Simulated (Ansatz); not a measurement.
CaSe:

```
Se Ca
1.0
     0.00000    2.95600    2.95600
     2.95600    0.00000    2.95600
     2.95600    2.95600    0.00000
Se Ca
1 1
Cartesian
  2.9560 2.9560 2.9560
  0.0000 0.0000 0.0000
```

Base run:

| Property | Result |
| --- | --- |
| Program | Ansatz 0.2.0 |
| Functional | PBE0 |
| Potentials or basis | Ansatz PAW |
| Cutoff | 420 eV (not typed: the program's choice for these potentials) |
| k mesh | 6 × 6 × 6 |
| Occupations | fermi-dirac, width 0.05 eV |
| Spin | no spin polarisation |

Its results: band gap on the k mesh 3.65 eV, indirect (least direct gap 4.72 eV); pressure 0.8 GPa.

Problem. The run is repeated on the same cell with these changes: functional from PBE0 to HSE06. What comes out?

Solution. Band gap on the k mesh 2.97 eV, indirect (least direct gap 4.01 eV); pressure 0.8 GPa.

Caveats: the PAW data sets come from PBE, with cores solved anew for the run's functional, which leaves a small shift of forces and pressure; the thresholds are loose for stress.
